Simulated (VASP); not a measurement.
Runs of VASP 6.6.1 on WC. All rows change the cell; the cell of one of them follows. The structure is cubic, space group Fd-3m (No. 227). Conventional cell: a = 6.352 Å, b = 6.352 Å, c = 6.352 Å, α = 90.00°, β = 90.00°, γ = 90.00°. Around W (site symmetry -43m) lie 4 W at 2.75 Å and 4 C at 2.75 Å. C (site symmetry -43m) is surrounded by 4 W at 2.75 Å and 4 C at 2.75 Å. The cell was built by a generator and needn't be a form met in nature.

| task | cell | k mesh | cutoff (eV) | gap on the mesh (eV) | pressure (GPa) | relaxed volume (Å³/atom) |
| --- | --- | --- | --- | --- | --- | --- |
| relaxation of cell and atoms | relaxed from: species swapped into the LiIn type (Fd-3m, No. 227) | 6 × 6 × 6 | 600 | none | 0.0 | 12.08 |
| single point | species swapped into the LiIn type (Fd-3m, No. 227) | 14 × 14 × 14 | 520 | none | 1.0 | - |
| relaxation of cell and atoms | relaxed from: species swapped into the LiIn type (Fd-3m, No. 227) | 14 × 14 × 14 | 600 | none | 0.0 | (a) |
| single point | species swapped into the LiIn type (Fd-3m, No. 227) | 6 × 6 × 6 | 520 | none | -37.1 | - |

Alike in all rows: level PBE; potentials or basis VASP PAW PBE potentials, release 64 (W_sv, C); no spin polarisation; smearing gaussian 0.1 eV.

Task: Fill in the values left out.

Result: (a) 12.07.

Caveats: the volume moved by over 15 % at a fixed basis, so the end points are rough (some runs); a pressure of tens of GPa on the cell as given is suspect, and the run, the potentials or the cell itself is likely at fault (some runs).

A k mesh can miss the band edges, and the runs leave out spin-orbit coupling on W.

A gap of «none» marks a metal or a gap under the smearing width.
